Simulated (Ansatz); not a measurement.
Consider the formal exchange of groups at a B–C bond: `CBO[SiH2][SiH3]` + `C=CC(=O)O` → `OBO[SiH2][SiH3]` + `C=CC(C)=O`.

Calculated with Ansatz (gas phase, PBE0-D4/def2-TZVP geometries, no zero-point term in ΔE). CCSD(T)/CBS adds triple-zeta CCSD(T) − MP2 to the extrapolated MP2 energy (def2 sets, frozen cores). Functionals use def2-TZVPP. One conformer a species, not always the lowest.

CCSD(T)/CBS gives -23.6 kcal/mol.

Problem. Another level gave -21.1 kcal/mol. Which?
A. PBE0/def2-TZVPP
B. revPBE-D4/def2-TZVPP
C. PBE-QIDH/def2-TZVPP
D. CCSD(T)/def2-TZVPP

Solution. A. PBE0 -21.1, CCSD(T)/def2-TZVPP -23.4, PBE-QIDH -22.3, revPBE-D4 -20.1 kcal/mol.

Problem. What do rigid-rotor, harmonic-oscillator terms from PBE0-D4/def2-TZVP frequencies (298.15 K, 1 bar) make of the CCSD(T)/CBS value? (Best estimate.)

Solution. Computed: ΔZPE = +0.7 kcal/mol, ΔH = -23.0 kcal/mol, ΔS = -7 J/(mol·K), ΔG = -22.5 kcal/mol. Modes under 50 cm⁻¹ make the entropy rough.

Largest T1 diagnostic among the species: 0.015.

Leaving LDA and LC-ωPBE aside and taking each functional with its dispersion term where it has one, the values, not all of them listed here, spread over 2.8 kcal/mol, from B2PLYP to revPBE-D4. From BLYP to BHLYP (50 % exact exchange), in def2-TZVPP and without D4, ΔE moves by −1.2 kcal/mol.

CCSD(T)/CBS has its own doubt, a few kJ/mol and more with outer-core shells, so smaller differences from it don't rank the levels.
